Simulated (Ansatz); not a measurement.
# NaI (Fm-3m): spin-orbit coupling beyond the local functionals

Wanted: gaps of NaI (Fm-3m) with and without spin-orbit coupling, with cost.

Method: density functionals with and without spin-orbit coupling, plane waves, PAW, in Ansatz 0.2.0.

### 1. The structure

The structure is cubic, space group Fm-3m (No. 225). Conventional cell: a = 6.473 Å, b = 6.473 Å, c = 6.473 Å, α = 90.00°, β = 90.00°, γ = 90.00°. Na has 6 I at 3.24 Å nearest. Nearest to I lie 6 Na at 3.24 Å. Farther neighbours and most contacts between anions are not listed.

Coordinates:

```cif
data_structure
_symmetry_space_group_name_H-M 'P 1'
_symmetry_Int_Tables_number 1
_cell_length_a 4.5770
_cell_length_b 4.5770
_cell_length_c 4.5770
_cell_angle_alpha 60.000
_cell_angle_beta 60.000
_cell_angle_gamma 60.000
_cell_volume 67.80
loop_
_atom_site_label
_atom_site_type_symbol
_atom_site_fract_x
_atom_site_fract_y
_atom_site_fract_z
_atom_site_occupancy
Na1 Na 0.00000 0.00000 0.00000 1
I2 I 0.50000 0.50000 0.50000 1
```

The cell and positions come from the Crystallography Open Database and are kept as given unless a step says otherwise. Spin-orbit coupling is left out unless a step names it. The default PAW set here is soft_2. Its files were made with PBE.

### 2. HSE06, 4×4×4 mesh

This step: DFT, HSE06, plane waves, PAW.

input.yaml

```yaml
crystal:
  lattice:
    - [0.0, 3.2364, 3.2364]
    - [3.2364, 0.0, 3.2364]
    - [3.2364, 3.2364, 0.0]
  atoms:
    - { symbol: Na, position: [0.0, 0.0, 0.0] }
    - { symbol: I, position: [0.5, 0.5, 0.5] }
kpoints:
  mp_grid: { grid: [4, 4, 4] }
  band_path:
    path:
      - [0.0, 0.0, 0.0]
      - [0.5, 0.0, 0.5]
      - [0.625, 0.25, 0.625]
      - [0.375, 0.375, 0.75]
      - [0.5, 0.5, 0.5]
      - [0.5, 0.25, 0.75]
    npoints: 1
hamiltonian:
  xc: hse06
scf:
  occupations: { method: fixed }
  n_extra_bands: 4
output:
  eigenvalues: true
```

The run is started by

```
> ansatz run input.yaml --threads 3 --pin off --max-ram 92160MiB --backend cuda --events-out ev --progress --plain --runs-dir out --devices 1 --max-vram 13GiB
```

Numbers of over 12 decimals in the logs are rounded to 6 here.

Log:

```text
scf.n_extra_bands = 4 over 13 filled bands (N_el = 26.0): the run solves 17 bands
GPUs: using 1 of 1 available (devices: 1).
Engine: ansatz 0.2.0, x86_64-unknown-linux-gnu
Pseudopotentials: kind: paw
Pseudopotential: Na, paw, valence charge 9, recommended cutoff 420 eV (normal), Na.paw.azcp
Pseudopotential: I, paw, valence charge 17, recommended cutoff 420 eV (normal), I.paw.azcp
Functional definition: HSE06
  parameter a = 0.25
  parameter omega = 0.11/bohr
  exchange = pbe_x - a*pbe_x_sr(omega) + a*exact_x_sr(omega)
  correlation = pbe_c
davidson cushion auto → on  (no smearing: the cushion is to keep the highest requested band from converging to the state above it; pin scf.eigensolver.cushion to override)
device memory: the entry about to start is reckoned to put 1.0 GiB on a device that reports 68.0 GiB free (of which the cap on the GPU budget leaves the run 13.0 GiB)
GPU FFT provider: cuFFT
GPU libraries: cuBLAS 13.8.2, cuFFT 12.4.0, cuSOLVER 12.3.4
Crystal: 2 atoms, lattice volume = 67.798 Å³
Basis set: ecut = 420 eV, 1363 PW (Γ)
Bands: 17, of which v1, the nominal top of the filled ones, is band 13 counted from 1 (12 counted from 0)
Symmetry: 48 space group operations
Space group: Fm-3m (ITA 225), of the structure as read, at distance tolerance 4.1e-5 Å
k-points: 8 of 64
Non-local potential: Na, projectors of the file, l = 0: 3, l = 1: 2, l = 2: 1
Non-local potential: I, projectors of the file, l = 0: 2, l = 1: 2, l = 2: 2, l = 3: 2
PAW form: soft (Blöchl's): semilocal exchange-correlation on the pseudo side does not see the compensation charge
PAW frozen core: Na, regenerated for the run's functional, and the local potential with it (the file was generated under x = pbe(κ = 0.804, μ = 0.219515), c = pbe(β = 0.066725))
PAW frozen core: I, regenerated for the run's functional, and the local potential with it (the file was generated under x = pbe(κ = 0.804, μ = 0.219515), c = pbe(β = 0.066725))
PAW one-centre angular grid: Na, 110 points (default); XC on 96 Gauss nodes
PAW one-centre angular grid: I, 590 points (default); XC on 96 Gauss nodes
Initial density: superposition of atomic densities (neutral atoms: chi_scale 0, normalization atom), corrected by the library's trained network
Initial wavefunctions: pseudopotential atomic-orbital guess
GPU buffer pool allocated for 32768 grid points (all kernels)
GPU transforms: local potential and band sums: pruned to the plane-wave sphere, on 30×32×32
Functional: x = pbe(κ = 0.804, μ = 0.219515), c = pbe(β = 0.066725), warm-up for x = pbe(κ = 0.804, μ = 0.219515) + 0.25 (exact − pbe) at short range (hse, ω = 0.207870 Å⁻¹), c = pbe(β = 0.066725); HSE06 as pw.x's `hse` composes it (authors' and Libxc's form: `xc: wpbeh`)
[...]
GPU libraries: cuBLAS 13.8.2, cuFFT 12.4.0, cuSOLVER 12.3.4
GPU buffer pool allocated for 32768 grid points (all kernels)
GPU transforms: local potential and band sums: pruned to the plane-wave sphere, on 30×32×32
Exchange kernel: α = 0.2500, screened, ω = 0.2079 Å⁻¹, Wigner–Seitz truncation, v(0) = 1040.0927 eV·Å³, q-mesh 4×4×4, nearest image of the exchange supercell L = 18.31 Å, pair-density grid 18×18×18, without the augmentation charges, whose exchange is taken in its separable form by FFT convolution over the k-point mesh (sized by the pseudopotential files, 25×25×25 at the most), smooth part of the exact exchange by density-matrix convolution in up to 1.57 GiB of GPU memory as planned if the GPU has room (build and FFT work areas not counted)
Frozen-core exchange: fock
SCF iter   1: F=—  HF=-9006.879621 eV  |F-HF|=—  |Δ(HF+E_count)|=         —  Δρ=4.55e-5  dr2=1.00e-6  ethr=1.65e-7  ⟨swp⟩=3.0  Hψ=329  notcnv=0
preconditioner: auto → none  [insulator: Δε(μ)=4.676 eV  Ē_g=11.937 eV  n_scr=14 (ndim 8)  ℏωp=12.8 eV  f_vac=0.077]
iter 2 solved again at ethr=4.73e-11 eV; its pass at ethr=3.65e-9 eV (dr2=1.23e-8 eV) is discarded
SCF iter   2: F=-9006.879621 eV  HF=-9006.879621 eV  |F-HF|=5.11e-9  |Δ(HF+E_count)|=   4.57e-7  Δρ=5.18e-6  dr2=2.32e-8  ethr=4.73e-11  ⟨swp⟩=3.8  Hψ=746  notcnv=0
SCF 3 converged in 2 iterations: F = -9006.879621 eV  dr2 = 2.32e-8
hybrid outer 2: dexx = +9.836e-8 eV, tail = 5.67e-8 eV, Δε = 3.06e-3 eV (about 3.25e-4 eV left of the loop's levels)
device memory: the entry about to start is reckoned to put 0.4 GiB on a device that reports 69.2 GiB free (of which the cap on the GPU budget leaves the run 13.0 GiB)
NSCF: frozen V_eff on 6 k-points
hybrid SCF converged: 2 outer / 7 inner (+2 warm-up), last move |dexx| = 9.84e-8 eV, tail = 5.67e-8 eV
Stability not checked: this state was not tested for a lower state beside it, because the functional holds exact exchange (a hybrid, or Hartree-Fock), whose exchange loop this test does not read (fock_operator; see scf.lower_state_search)
Free energy (F): -9006.879621 eV
Frozen-core exchange: fock
Harris-Foulkes:  -9006.879621 eV  (|F-HF|=5.11e-9)
Internal energy: -9006.879621 eV  (E = F + TS)
E sigma→0 (E₀):  -9006.879621 eV
Fermi energy:    2.335557 eV
--- Per-component energies (eV) ---
  E_band       = -679.702388
  E_kinetic    = 310.096223
  E_local      = -3351.532538  (includes V_loc(G=0)·N_el)
  E_nonlocal   = 24.793500
  E_hartree    = 1520.511784
  E_xc         = -135.002083
  E_vxc        = -143.473436  (∫ρ·V_xc dr)
  E_exx        = -93.240249  (= α·E_x^exact, valence–valence)
  E_paw        = -5024.264671  (= ΣΔE_a)
  E_vpaw       = -374.123398  (= ΣTr[D̂ρ^β])
  E_aug_tail   = -0.000038  (compensation charges beyond the density's cutoff)
  E_ewald      = -2257.850118
  E_core_change = -0.391433  (= ΣΔE_core)
  E_smearing   = -0.000000  (= −TS)
  E_closure    = -0.000000  (closes the sum)
  Σ components = -9006.879621   (vs F -9006.879621, Δ=0.00e0)
--- Band table (eV; the first three rows and the last of 8) ---
  k-point 0: bands = [... 9 lower, -9.6119, 2.3356, 2.3356, 2.3356, 7.0113, 11.3558, 11.3558, 11.3558]
  k-point 1: bands = [... 9 lower, -9.4405, 0.9837, 2.1774, 2.1774, 8.2951, 10.9306, 11.4198, 11.4198]
  k-point 2: bands = [... 9 lower, -9.2539, 0.0054, 2.0314, 2.0314, 8.4083, 10.8802, 10.8802, 12.3682]
  k-point 7: bands = [... 9 lower, -9.1540, 0.8258, 0.8258, 1.3551, 9.2511, 10.8705, 10.8705, 11.4005]
```

It took 12 s on 1 × NVIDIA H100 80GB HBM3 (shared by 6 runs) with 3 threads of AMD EPYC 7R13 (Zen 3), shared host; peak memory 1.1 GiB; 9.5 s of CPU time.

This step gave:

```yaml
gap: 4.676 eV
valence_top_at: Γ
conduction_bottom_at: Γ
least_direct_gap: 4.676 eV
exact_exchange_fraction: 0.25
```

The gap is direct, at Γ.

### 3. HSE06+SOC, 4×4×4 mesh

Spin-orbit coupling can split or shift the edges; a non-collinear run measures by how much.

This step: DFT, HSE06 with spin-orbit coupling, plane waves, PAW.

Changes to input.yaml since step 2:

```diff
@@ -23,3 +23,6 @@
   occupations: { method: fixed }
-  n_extra_bands: 4
+  n_extra_bands: 8
+magnetization:
+  noncollinear: true
+  spin_orbit: true
 output:
```

Log:

```text
[...]
GPUs: using 1 of 1 available (devices: 1).
[...]
non-collinear run that drives no moment, with spin-orbit: no starting moment large enough to seed its density (crystal.atoms[].spin), no starting occupations that ask for one, no magnetisation constraint and no magnetic field, so the semilocal B_xc is pinned to zero
[...]
GPU FFT provider: cuFFT
GPU libraries: cuBLAS 13.8.2, cuFFT 12.4.0, cuSOLVER 12.3.4
Crystal: 2 atoms, lattice volume = 67.798 Å³
Basis set: ecut = 420 eV, 1363 PW (Γ)
Bands: 34, of which v1, the nominal top of the filled ones, is band 26 counted from 1 (25 counted from 0)
Symmetry: 48 space group operations + 48 with time reversal
[...]
k-points: 8 of 64
Projection manifold: j_resolved (fully-relativistic pseudo-atomic orbitals)
[...]
GPU buffer pool allocated for 32768 grid points (all kernels)
[...]
SCF iter   1: F=—  HF=-9005.998686 eV  |F-HF|=—  |Δ(HF+E_count)|=         —  Δρ=5.66e-2  dr2=2.13e0  dr2_m=0.00e0 (ungated)  ethr=1.00e-1  |M|=0.00e0 ∫|m|=0.00e0 μB  |m|>n=0.0e0 m-floor=0.0e0 τ_xc=0.0e0  β_m=0.30  ⟨swp⟩=7.6  Hψ=990  notcnv=0
[...]
SCF iter   5: F=-9004.932124 eV  HF=-9004.932081 eV  |F-HF|=4.30e-5  |Δ(HF+E_count)|=   1.71e-4  Δρ=4.42e-4  dr2=5.88e-5  dr2_m=0.00e0 (ungated)  ethr=4.52e-6  |M|=0.00e0 ∫|m|=0.00e0 μB  |m|>n=0.0e0 m-floor=0.0e0 τ_xc=0.0e0  ⟨swp⟩=3.8  Hψ=775  notcnv=0
SCF 1 stopped early in 5 iterations: F = -9004.932124 eV  dr2 = 5.88e-5
[...]
GPU FFT provider: cuFFT
GPU libraries: cuBLAS 13.8.2, cuFFT 12.4.0, cuSOLVER 12.3.4
Projection manifold: j_resolved (fully-relativistic pseudo-atomic orbitals)
[...]
GPU buffer pool allocated for 32768 grid points (all kernels)
[...]
Frozen-core exchange: fock
SCF iter   1: F=—  HF=-9004.742528 eV  |F-HF|=—  |Δ(HF+E_count)|=         —  Δρ=3.65e-3  dr2=5.60e-3  dr2_m=0.00e0 (ungated)  ethr=2.26e-6  |M|=0.00e0 ∫|m|=0.00e0 μB  |m|>n=0.0e0 m-floor=0.0e0 τ_xc=0.0e0  β_m=0.30  ⟨swp⟩=5.9  Hψ=1222  notcnv=0
[...]
SCF iter   5: F=-9004.742713 eV  HF=-9004.742713 eV  |F-HF|=6.53e-8  |Δ(HF+E_count)|=   1.95e-5  Δρ=3.20e-5  dr2=2.31e-6  dr2_m=0.00e0 (ungated)  ethr=1.55e-7  |M|=0.00e0 ∫|m|=0.00e0 μB  |m|>n=0.0e0 m-floor=0.0e0 τ_xc=0.0e0  ⟨swp⟩=3.0  Hψ=684  notcnv=0
SCF 2 stopped early in 5 iterations: F = -9004.742713 eV  dr2 = 2.31e-6
hybrid outer 1: dexx = +2.552e-3 eV, tail = 1.30e-5 eV
GPU FFT provider: cuFFT
GPU libraries: cuBLAS 13.8.2, cuFFT 12.4.0, cuSOLVER 12.3.4
Projection manifold: j_resolved (fully-relativistic pseudo-atomic orbitals)
GPU buffer pool allocated for 32768 grid points (all kernels)
[...]
Frozen-core exchange: fock
SCF iter   1: F=—  HF=-9004.742635 eV  |F-HF|=—  |Δ(HF+E_count)|=         —  Δρ=2.25e-5  dr2=7.80e-7  dr2_m=0.00e0 (ungated)  ethr=2.50e-7  |M|=0.00e0 ∫|m|=0.00e0 μB  |m|>n=0.0e0 m-floor=0.0e0 τ_xc=0.0e0  β_m=0.30  ⟨swp⟩=2.5  Hψ=609  notcnv=0
[...]
SCF iter   2: F=-9004.742635 eV  HF=-9004.742635 eV  |F-HF|=3.17e-9  |Δ(HF+E_count)|=   1.39e-7  Δρ=6.92e-6  dr2=2.90e-8  dr2_m=0.00e0 (ungated)  ethr=5.88e-11  |M|=0.00e0 ∫|m|=0.00e0 μB  |m|>n=0.0e0 m-floor=0.0e0 τ_xc=0.0e0  ⟨swp⟩=3.1  Hψ=1475  notcnv=0
SCF 3 converged in 2 iterations: F = -9004.742635 eV  dr2 = 2.90e-8
[...]
NSCF: frozen V_eff on 6 k-points
[...]
Magnetization: |M| = 0.0000 μB,  M = (+0.0000, +0.0000, +0.0000) μB
Absolute magnetization: 0.0000 μB (∫|m|)
  site 0: m = (+0.0000, +0.0000, +0.0000) μB, |m| = 0.0000 μB  (R = 1.34 Å)
  site 1: m = (+0.0000, +0.0000, +0.0000) μB, |m| = 0.0000 μB  (R = 1.34 Å)
Free energy (F): -9004.742635 eV
Frozen-core exchange: fock
[...]
Internal energy: -9004.742635 eV  (E = F + TS)
E sigma→0 (E₀):  -9004.742635 eV
Fermi energy:    2.697861 eV
[...]
--- Band table (eV; the first three rows and the last of 8) ---
  k-point 0: bands = [... 22 lower, 2.6979, 2.6979, 2.6979, 2.6979, 7.0101, 7.0101, 11.3485, 11.3485, ... 4 higher]
  k-point 1: bands = [... 22 lower, 1.9764, 1.9764, 2.5287, 2.5287, 8.2955, 8.2955, 10.9256, 10.9256, ... 4 higher]
  k-point 2: bands = [... 22 lower, 1.7308, 1.7308, 2.3736, 2.3736, 8.4067, 8.4067, 10.8735, 10.8735, ... 4 higher]
  k-point 7: bands = [... 22 lower, 1.0830, 1.0830, 1.5072, 1.5072, 9.2390, 9.2390, 10.7854, 10.7854, ... 4 higher]
```

The job ended after 18 s (1 × NVIDIA H100 80GB HBM3 (shared by 6 runs) with 3 threads; peak memory 1.2 GiB; 29 s of CPU time).

Numbers from this step:

- gap: 4.312 eV
- valence top at: Γ
- conduction bottom at: Γ
- least direct gap: 4.312 eV
- exact-exchange fraction: 0.25

The gap stands −0.36 eV against HSE06.

### 4. Together

Times are wall times on 1 × NVIDIA H100 80GB HBM3 (shared by 6 runs) with 3 threads of AMD EPYC 7R13 (Zen 3), shared host, good to a factor of about two.

```tsv
level	gap (eV)	with coupling (eV)	change (eV)	time	with coupling
HSE06	4.68	4.31	−0.36	12 s	18 s
```

### 5. What came out

* HSE06: 4.68 eV
* HSE06+SOC: 4.31 eV

What this shows: Spin-orbit coupling changes the gap by −0.36 eV and the least direct gap by −0.36 eV.

[Paths, hosts, dates, memory and timing lines, banners, echoed tables and standing remarks are left out of the program output.]

[Logs are printed without paths, hosts, clocks, repeated set-up lines and the standing remarks that a program may print on its own settings, such as how far it seeks lower states.]

[Runs of the session that timed out or met a known fault of the program may be left out.]

[Cells called generated may have been cut or substituted from an entry of the Crystallography Open Database or the Materials Project.]

[Hosts, paths, dates, database ids (printed as entryN), source tags and the programs' standing remarks are cut or masked in the printed files.]
